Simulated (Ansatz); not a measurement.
A plane-wave DFT run in Ansatz 0.2.0 (scalar-relativistic PAW potentials unless the input names others): input and command.

```yaml
crystal:
  lattice:
    - [5.0754481979, 0.0, 0.0]
    - [-2.537724099, 4.395467075, 0.0]
    - [0.0, 0.0, 3.0953369529]
  atoms:
    - { symbol: Ta, position: [0.0, 0.0, 0.0] }
    - { symbol: Ta, position: [0.3333333333, 0.6666666667, 0.5] }
    - { symbol: Ta, position: [0.6666666667, 0.3333333333, 0.5] }
    - { symbol: "N", position: [0.5, 0.0, 0.0] }
    - { symbol: "N", position: [0.5, 0.5, 0.0] }
    - { symbol: "N", position: [0.0, 0.5, 0.0] }
kpoints:
  mp_grid: { grid: [12, 12, 18] }
hamiltonian:
  xc: pbesol
scf:
  occupations: { method: tetrahedron }
output:
  forces: true
  eigenvalues: true
  stress: true
```

```bash
ansatz run input.yaml --threads 1 --pin off --max-ram 2560MiB --backend cpu --events-out ev --progress --plain --runs-dir out
```

Abridged log:
```
Warning: output.forces, output.stress, relax.cell or npt_langevin: where a Kohn–Sham band that disperses or a degenerate level is filled in part under the method tetrahedron, the forces or the stress that this run publishes need not agree with its energy (scf.occupations.method in the input reference, under Limitations); prefer a smearing scheme for the forces or the stress
Pseudopotentials: kind: paw
Pseudopotential: Ta, paw, valence charge 13, recommended cutoff 420 eV (normal)
Pseudopotential: N, paw, valence charge 5, recommended cutoff 420 eV (normal)
Functional definition: PBEsol
Crystal: 6 atoms, lattice volume = 69.054 Å³
Basis set: ecut = 420 eV, 1337 PW (Γ), exchange–correlation on 72×72×48 points (8 copies of the dense FFT grid, shifted against one another)
Bands: 33, of which v1, the nominal top of the filled ones, is band 27 counted from 1 (26 counted from 0)
Symmetry: 24 space group operations
Space group: P6/mmm (ITA 191), of the structure as read, at distance tolerance 4.1e-5 Å
k-points: 190 of 2592
Initial density: superposition of atomic densities (neutral atoms: chi_scale 0, normalization atom), corrected by the library's trained network
Initial wavefunctions: pseudopotential atomic-orbital guess
Functional: x = pbesol(κ = 0.804, μ = 0.12345679), c = pbesol(β = 0.046)
SCF iter   1: F=—  HF=-30559.819918 eV  |F-HF|=—  |Δ(HF+E_count)|=         —  Δρ=1.24e-2  dr2=2.19e-1  ethr=1.77e-3  ⟨swp⟩=5.8  Hψ=25994  notcnv=0
SCF iter   2: F=—  HF=-30559.787560 eV  |F-HF|=—  |Δ(HF+E_count)|=   3.24e-2  Δρ=4.84e-3  dr2=2.13e-2  ethr=4.05e-4  ⟨swp⟩=2.0  Hψ=8361  notcnv=0  defer=257
SCF iter   3: F=—  HF=-30559.782993 eV  |F-HF|=—  |Δ(HF+E_count)|=   4.57e-3  Δρ=2.16e-3  dr2=3.32e-3  ethr=3.95e-5  ⟨swp⟩=2.2  Hψ=8057  notcnv=0  defer=287
SCF iter   4: F=—  HF=-30559.782212 eV  |F-HF|=—  |Δ(HF+E_count)|=   7.81e-4  Δρ=7.22e-4  dr2=3.88e-4  ethr=6.15e-6  ⟨swp⟩=2.2  Hψ=9756  notcnv=0  defer=287
SCF iter   5: F=—  HF=-30559.782119 eV  |F-HF|=—  |Δ(HF+E_count)|=   9.32e-5  Δρ=1.87e-4  dr2=1.45e-5  ethr=7.19e-7  ⟨swp⟩=2.1  Hψ=9313  notcnv=0  defer=287
SCF iter   6: F=—  HF=-30559.782102 eV  |F-HF|=—  |Δ(HF+E_count)|=   1.71e-5  Δρ=2.49e-5  dr2=4.93e-7  ethr=2.69e-8  ⟨swp⟩=2.2  Hψ=10016  notcnv=0  defer=287
SCF iter   7: F=-30559.782102 eV  HF=-30559.782102 eV  |F-HF|=6.96e-9  |Δ(HF+E_count)|=   9.79e-8  Δρ=3.38e-6  dr2=1.04e-8  ethr=1.85e-10  ⟨swp⟩=7.4  Hψ=24101  notcnv=0
SCF 1 converged in 7 iterations: F = -30559.782102 eV  dr2 = 1.04e-8
SCF converged after 7 iterations
Stability not checked: this state was not tested for a lower state beside it, because cold or Methfessel-Paxton smearing, or corrected tetrahedra, fill the levels in a way that the test cannot read (fill_not_monotonic; see scf.lower_state_search)
Free energy (F): -30559.782102 eV
Harris-Foulkes:  -30559.782102 eV  (|F-HF|=6.96e-9)
Internal energy: -30559.782099 eV  (E = F + TS)
E sigma→0 (E₀):  -30559.782102 eV
Entropy (-TS):   -0.000003 eV (-0.001 meV/atom)
Fermi energy:    19.008247 eV
--- Forces (eV/Å), atoms counted from 1 ---
  atom   1  Ta     0.00000000     0.00000000     0.00000000
  atom   2  Ta     0.00000000     0.00000000     0.00000000
  atom   3  Ta     0.00000000     0.00000000     0.00000000
  atom   4  N      0.00000000     0.00000000     0.00000000
  atom   5  N      0.00000000     0.00000000     0.00000000
  atom   6  N      0.00000000     0.00000000     0.00000000
--- Stress (GPa, compression-positive) ---
        0.899044       0.000000       0.000000
        0.000000       0.899044       0.000000
        0.000000       0.000000     -31.452917
  P = ⅓ Tr σ = -9.8849 GPa (-98.849 kbar)
```

Apart from outputs and empty bands, the input differs from a reference run on usual settings in hamiltonian.xc: "r2scan" → "pbesol"; scf.occupations.width: 0.15 → not typed; scf.occupations.method: "gaussian" → "tetrahedron"; basis.ecutwfc: 500 → not typed. The reference, at the same geometry (not necessarily relaxed), gave pressure -6.37 GPa, largest force 0.000 eV/Å, no gap on the mesh. This run converged in 7 SCF iterations (reference: 8) with a total energy on another zero, pressure -9.88 GPa, largest force 0.000 eV/Å, no gap on the mesh.

Time: 19 s on 1 thread of Arm Neoverse V2, with other jobs on the host, peak memory 0.54 GiB.